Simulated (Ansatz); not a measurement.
Mo, 1 atom in the cell. Symmetry: Im-3m, No. 229, cubic system. The conventional cell has a = 3.168 Å, b = 3.168 Å, c = 3.168 Å, α = 90.00°, β = 90.00°, γ = 90.00°. Mo (site symmetry m-3m) has 8 Mo at 2.74 Å as nearest neighbours. 

- Program: Ansatz 0.2.0
- Task: single point
- Functional: PBE
- Potentials or basis: all-electron LAPW, scalar-relativistic
- Cutoff: 249 eV (chosen from the basis error)
- Basis error allowed: 0.001 eV/atom
- k mesh: 12 × 12 × 12
- Occupations: gaussian, width 0.019 eV
- Spin: no spin polarisation

Potentials or basis: all-electron LAPW, scalar-relativistic.

Command:

```bash
$ ansatz run input.yaml --threads 1 --pin off --max-ram 3072MiB --backend cpu --events-out ev --progress --plain --runs-dir out
```

Hardware: 1 thread of Arm Neoverse V1, on a shared host.

Q: How long does it take, and how much memory?

A: Wall time 6.4 s on 1 thread of Arm Neoverse V1, on a shared host, peak memory 0.26 GiB. Counts: scf iterations 6, plane waves 141, k points 72, bands 19.
